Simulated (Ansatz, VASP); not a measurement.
## One calculation of Ag, two programs

The input INCAR:

```
SYSTEM = Ag
ALGO = Normal ; EDIFF = 1E-6
ENCUT = 520 ; GGA = PS
ISIF = 2 ; ISMEAR = 0
LASPH = .True. ; LCHARG = .True.
LELF = .True. ; LREAL = .False.
LVHAR = .True. ; LWAVE = .False.
NBANDS = 12 ; NELM = 80
PREC = Accurate ; SIGMA = 0.15
```

Contents of KPOINTS:

```
k-points
0
Gamma
  26 26 26
  0 0 0
```

File POSCAR:

```
Ag
1.0
   -1.6125573273      1.6125573273      1.6125573273
    1.6125573273     -1.6125573273      1.6125573273
    1.6125573273      1.6125573273     -1.6125573273
Ag
1
Direct
    0.0000000000      0.0000000000      0.0000000000
```

Input for Ansatz:

```yaml
crystal:
  lattice:
    - [-1.6125573273, 1.6125573273, 1.6125573273]
    - [1.6125573273, -1.6125573273, 1.6125573273]
    - [1.6125573273, 1.6125573273, -1.6125573273]
  atoms:
    - { symbol: Ag, position: [0.0, 0.0, 0.0] }
basis:
  ecutwfc: 420
kpoints:
  mp_grid: { grid: [26, 26, 26] }
hamiltonian:
  xc: pbesol
scf:
  occupations: { method: gaussian, width: 0.15 }
output:
  forces: true
  stress: true
  eigenvalues: true
```

This isn't the form of Ag at room conditions, which is fcc.

Alike in both runs: task single point; functional PBEsol; k mesh 26 × 26 × 26; occupations gaussian, width 0.15 eV; no spin polarisation.

|  | VASP | Ansatz |
| --- | --- | --- |
| version | VASP 6.6.1 | Ansatz 0.2.0 |
| potentials or method | VASP PAW PBE potentials, release 64 (Ag) | scalar-relativistic, plane waves, PAW |
| plane-wave cutoff (eV) | 520 | 420 |
| valence electrons in the cell | 11 | 19 |

|  | VASP | Ansatz | Ansatz less VASP |
| --- | --- | --- | --- |
| gap on the k mesh at the Fermi level (eV) | none | none | - |
| pressure (GPa) | -0.2 | 0.0 | +0.22 |

A gap of «none» marks a metal or a gap that the smearing closes. With one functional, cell and mesh, what is left measures potentials, basis and numerics. The two sets of potentials don't hold the same shells in valence.

Caveats: the PAW data sets were made with another functional, which shifts forces and pressure a little (VASP).
